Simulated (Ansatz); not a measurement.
BeSe from a semilocal functional to hybrids

```cif
data_structure
_symmetry_space_group_name_H-M 'P 1'
_symmetry_Int_Tables_number 1
_cell_length_a 3.5850
_cell_length_b 3.5850
_cell_length_c 3.5850
_cell_angle_alpha 60.000
_cell_angle_beta 60.000
_cell_angle_gamma 60.000
_cell_volume 32.58
loop_
_atom_site_label
_atom_site_type_symbol
_atom_site_fract_x
_atom_site_fract_y
_atom_site_fract_z
_atom_site_occupancy
Be1 Be 0.00000 0.00000 0.00000 1
Se1 Se 0.75000 0.75000 0.75000 1
```

All runs: Ansatz, plane waves and PAW, scalar-relativistic (no spin–orbit coupling), 4×4×4 k-mesh, Gaussian smearing of 0.05 eV, no spin polarisation. Semilocal reference PBE: gap 2.52 eV, pressure 5.9 GPa. The hybrids carry no U.

(1) How do gap and pressure depend on the exact exchange?

Results:

(1) 
```csv
functional,gap,pressure (GPa),cutoff (eV),core-seconds
HSE06-type hybrid with an exact-exchange fraction of 0.1,2.86 eV,5.4,420,11
HSE06 + D3(BJ),3.38 eV,0.9,420,11
PBE0-type hybrid with an exact-exchange fraction taken as 1/ε∞,3.54 eV,5.0,420,23
HSE06-type hybrid with a screening parameter of 0.1 Å⁻¹,3.69 eV,4.4,420,11
HSE06-type hybrid with an exact-exchange fraction of 0.35,3.73 eV,4.0,420,13
r2SCAN0-type hybrid with an exact-exchange fraction taken as 1/ε∞,3.96 eV,4.7,500,47
PBE0-type hybrid with an exact-exchange fraction of 0.5,5.68 eV,3.3,420,12
```

In the PBE0 form the gap grows almost linearly with the exact-exchange fraction, by 0.63 eV for each tenth. The dielectric-dependent PBE0 form takes the fraction 0.164 = 1/ε∞, that is ε∞ = 6.1. On shared hosts the hybrid runs at the reference's cutoff took roughly 12 to 25 times the core time of the semilocal one on the same mesh, with some more bands.

Caveats: core times come from shared hosts and scatter; gaps are read on a coarse mesh; stress loosely converged.
